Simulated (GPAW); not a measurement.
Crystal: ZnSe (Stilleite).

```xyz
2
Lattice="0.0000 2.8338 2.8338 2.8338 0.0000 2.8338 2.8338 2.8338 0.0000" Properties=species:S:1:pos:R:3 pbc="T T T"
Se    4.2507    4.2507    4.2507
Zn    0.0000    0.0000    0.0000
```

Program: GPAW 26.7.0. Alike in all runs: task single point; potentials or basis GPAW PAW data sets (gpaw-data 1.2.1), pw; no spin polarisation; cell as given; cutoff (eV) 500; smearing fermi-dirac 0.05 eV.

Order these runs on this cell by their band gap on the k mesh, lowest first.
A. level PBE; k mesh 7 × 7 × 7; maxiter 120; convergence default; mesh quality not flagged
B. level HSE06; k mesh 4 × 4 × 4; ranks 4; maxiter 60; mesh quality coarse
C. level PBE0; k mesh 4 × 4 × 4; ranks 4; maxiter 60; mesh quality coarse

A (1.30 eV), B (2.31 eV), C (3.09 eV).

Caveats: some runs use coarse meshes; exact exchange converges slowly with the k mesh, and this mesh is small (some runs).
